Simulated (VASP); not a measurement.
## AgCl (Chlorargyrite) under changes of volume

One of the cells (20.868 Å³/atom); the others are scaled copies at fixed shape and fractional positions:

```xyz
2
Lattice="0.0000 2.7531 2.7531 2.7531 0.0000 2.7531 2.7531 2.7531 0.0000" Properties=species:S:1:pos:R:3 pbc="T T T"
Ag    0.0000    0.0000    0.0000
Cl    2.7531    2.7531    2.7531
```

* Program: VASP 6.6.1
* Functional: PBEsol
* Potentials or basis: VASP PAW PBE potentials, release 64 (Ag, Cl)
* Cutoff: 520 eV
* k mesh: 8 × 8 × 8
* Occupations: fermi-dirac, width 0.05 eV
* Spin: no spin polarisation

```csv
volume (Å³/atom),energy over the lowest point (meV/atom),pressure (GPa),gap on the mesh (eV)
19.231,?,?,?
19.640,2.71,1.6,0.72
20.049,0.00,0.4,0.72
20.868,3.41,-1.8,0.73
21.277,8.86,-2.6,0.73
21.686,16.40,-3.4,0.74
```

**Question.** What does the run at 19.231 Å³/atom give?

**Answer.** Energy over the lowest point 8.92 meV/atom; pressure 3.1 GPa; gap on the mesh 0.73 eV.

Worked out: A Birch-Murnaghan fit of order 3 (a polynomial in V^(-2/3)) to the other rows has its minimum at 20.20 Å³/atom with B0 = V·E''(V) = 56 GPa and B' = 5.2. It gives 8.89 meV/atom at 19.231 Å³/atom, against the run's 8.92, and -dE/dV = 3.2 GPa, against 3.1. A straight line through the other rows of the gap, of slope 0.193 eV per unit of ln V, extrapolates to 0.71 eV, against the run's 0.73.

Energies are extrapolated to zero smearing.

Caveats: the PAW data sets were made with another functional, which shifts forces and pressure a little.

A mesh can miss the band edges. Spin-orbit coupling on Ag is left out.
